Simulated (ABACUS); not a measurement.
Wanted: the native input for an ABACUS 3.10.1 run.

```
Task                                          : single point
Functional                                    : BLYP
Potentials or basis                           : PseudoDojo NC SR 0.5 PBE standard
Cutoff                                        : 789 eV
Density cutoff                                : 3157 eV
Basis                                         : plane waves
k mesh                                        : 9 × 9 × 9
Occupations                                   : fermi-dirac, width 0.05 eV
Spin                                          : no spin polarisation
Radial cutoff of the potentials (pseudo_rcut) : 10 bohr
SCF threshold on the density                  : 1e-08
Max SCF steps                                 : 100
Eigensolver                                   : dav
Mixing                                        : broyden
Mixing share                                  : 0.7
Symmetry key                                  : 1
Bands                                         : 17
```

The system is Ta.

```xyz
1
Lattice="-1.6513 1.6513 1.6513 1.6513 -1.6513 1.6513 1.6513 1.6513 -1.6513" Properties=species:S:1:pos:R:3 pbc="T T T"
Ta    0.0000    0.0000    0.0000
```

These files were run (other wordings do the same):

INPUT

```
INPUT_PARAMETERS
suffix              Ta
calculation         scf
basis_type          pw
pseudo_dir          ./
symmetry            1
dft_functional      GGA_X_B88+GGA_C_LYP
ecutwfc             58
pseudo_rcut         10
nspin               1
nbands              17
ks_solver           dav
smearing_method     fd
smearing_sigma      0.00367493
scf_thr             1e-08
scf_nmax            100
mixing_type         broyden
mixing_beta         0.7
cal_force           1
cal_stress          1
out_chg             1
kpar                4
```

STRU

```
ATOMIC_SPECIES
Ta 180.9479 Ta.upf

LATTICE_CONSTANT
1.8897261246

LATTICE_VECTORS
-1.6512800000 1.6512800000 1.6512800000
1.6512800000 -1.6512800000 1.6512800000
1.6512800000 1.6512800000 -1.6512800000

ATOMIC_POSITIONS
Cartesian

Ta
0.0
1
0.0000000000 0.0000000000 0.0000000000 1 1 1
```

KPT

```
K_POINTS
0
Gamma
9 9 9 0 0 0
```

Potentials or basis: PseudoDojo NC SR 0.5 PBE standard, plane waves.

The run is started by

```console
$ OMP_NUM_THREADS=1 mpirun -np 4 abacus > log
```

It gave:

```yaml
Pressure: 8.2 GPa
Band_gap_on_the_k_mesh: none (metal or under the smearing width)
```

Caveat: the potentials were made for another functional, which shifts forces and pressure.

It took 2.1 s on 4 MPI ranks on Intel(R) Xeon(R) Platinum 8488C (Sapphire Rapids) (shared host), peak memory 0.24 GiB a rank.
